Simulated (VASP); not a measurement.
Input of a VASP 6.6.1 run:

File INCAR:

```
PREC = Accurate
ENCUT = 520
EDIFF = 1E-7
ISMEAR = 0
SIGMA = 0.1
LREAL = F
LASPH = T
NELM = 120
ALGO = Normal
ISIF = 3
LWAVE = F
LCHARG = F
GGA = PE
IBRION = 2
NSW = 60
EDIFFG = -0.005
POTIM = 0.3
```

The input KPOINTS:

```
Automatic mesh
0
Gamma
  13 13 13
```

The input POSCAR:

```
Cs                                      
1.0
    0.0000000000      3.8682103674      3.8682103674
    3.8682103674      0.0000000000      3.8682103674
    3.8682103674      3.8682103674     -0.0000000000
  Cs            
     1
Direct
     0.0000000000000000    0.0000000000000000    0.0000000000000000
```

Potentials or basis: VASP PAW PBE potentials, release 64 (Cs_sv).

Command:

```sh
$ cat potpaw_PBE.64/Cs_sv/POTCAR > POTCAR
$ mpirun -np 1 vasp_std > vasp.out
```

(1) What does it give for the relaxed volume?

(2) Estimate the band gap on the k mesh.

(3) Predict the relaxed cell.

(4) Predict the space group after relaxing (to 0.05 Å).

## Answers

(1) 117.13 Å³/atom.

(2) none (metal or under the smearing width).

(3) a = 5.492 Å, b = 5.492 Å, c = 5.492 Å, α = 60.00°, β = 60.00°, γ = 60.00°.

(4) Fm-3m (No. 225).
